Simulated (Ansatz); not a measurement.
# MgO under pressure

Theory: Ansatz, DFT PBEsol, scalar-relativistic, plane waves, PAW. Settings: 420 eV plane-wave cutoff, Γ-centred 10×10×10 mesh, fixed occupations. No spin polarisation. Phonons by linear response, acoustic sum rule imposed.

Equilibrium structure at this level:
```cif
data_structure
_symmetry_space_group_name_H-M 'Fm-3m'
_symmetry_Int_Tables_number 225
_cell_length_a 4.2142
_cell_length_b 4.2142
_cell_length_c 4.2142
_cell_angle_alpha 90.000
_cell_angle_beta 90.000
_cell_angle_gamma 90.000
_cell_volume 74.84
loop_
_atom_site_label
_atom_site_type_symbol
_atom_site_symmetry_multiplicity
_atom_site_Wyckoff_symbol
_atom_site_fract_x
_atom_site_fract_y
_atom_site_fract_z
_atom_site_occupancy
Mg1 Mg 4 a 0.00000 0.00000 0.00000 1
O1 O 4 b 0.50000 0.00000 0.00000 1
```

**Question.** The cell is relaxed again at -3 and -1 and 1 and 2 and 4 and 5 and 6 and 9 and 11 and 12 and 16 and 20 and 22 and 25 and 30 and 40 and 50 GPa. How do volume, gap and optical modes at Γ (cm⁻¹, counted from the lowest optical one; a degenerate one stands once) change?

**Answer.**
```
          0 GPa  -3 GPa  -1 GPa  1 GPa  2 GPa  4 GPa  5 GPa  6 GPa  9 GPa  11 GPa  12 GPa  16 GPa  20 GPa  22 GPa  25 GPa  30 GPa  40 GPa  50 GPa
    V/V0  1.000   1.020   1.006  0.994  0.988  0.976  0.971  0.965  0.950   0.940   0.936   0.918   0.902   0.895   0.884   0.868   0.838   0.813
gap (eV)   4.62    4.43    4.56   4.68   4.74   4.86   4.91   4.97   5.13    5.23    5.28    5.48    5.67    5.76    5.90    6.11    6.51    6.88
ε∞, mean   3.25    3.27    3.25   3.24   3.23   3.22   3.21   3.20   3.19    3.18    3.17    3.15    3.14    3.13    3.12    3.11    3.08    3.06
  mode 1    388     369     382    393    399    410    415    421    436     445     450     468     485     493     505     524     558     590
```

Cost: 18 runs of about 3 core-minutes in all, on Intel Xeon Platinum 8488C (Sapphire Rapids), Intel Xeon Platinum 8259CL (Skylake/Cascade Lake), Intel Xeon Processor @ 2.70GHz and other processors (shared hosts).